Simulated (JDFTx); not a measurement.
**Sr under changes of volume**

One of the cells (56.319 Å³/atom); the others are scaled copies at fixed shape and fractional positions:

```xyz
1
Lattice="0.0000 3.0423 3.0423 3.0423 0.0000 3.0423 3.0423 3.0423 0.0000" Properties=species:S:1:pos:R:3 pbc="T T T"
Sr    0.0000    0.0000    0.0000
```

| Item | Value |
| --- | --- |
| Program | JDFTx 1.7.0 (patched build) |
| Functional | PBE |
| Potentials or basis | PseudoDojo-SR-PBE-0.5-standard |
| Cutoff | 925 eV |
| Density cutoff | 3701 eV |
| k mesh | 8 × 8 × 8 |
| Occupations | fermi-dirac, width 0.05 eV |
| Spin | no spin polarisation |

```csv
volume (Å³/atom),energy over the lowest point (meV/atom),pressure (GPa)
52.940,1.58,0.4
54.067,0.00,0.1
55.193,0.20,-0.1
56.319,2.02,-0.3
57.446,?,?
58.572,9.90,-0.7
59.698,15.70,-0.9
```

**Question.** What does the run at 57.446 Å³/atom give?

**Answer.** Energy over the lowest point 5.30 meV/atom; pressure -0.5 GPa.

Worked out: A Birch-Murnaghan fit of order 3 (a polynomial in V^(-2/3)) to the other rows has its minimum at 54.49 Å³/atom with B0 = V·E''(V) = 11.8 GPa and B' = 3.8. It gives 5.30 meV/atom at 57.446 Å³/atom, against the run's 5.30, and -dE/dV = -0.6 GPa, against -0.5.

Energies are extrapolated to zero smearing.
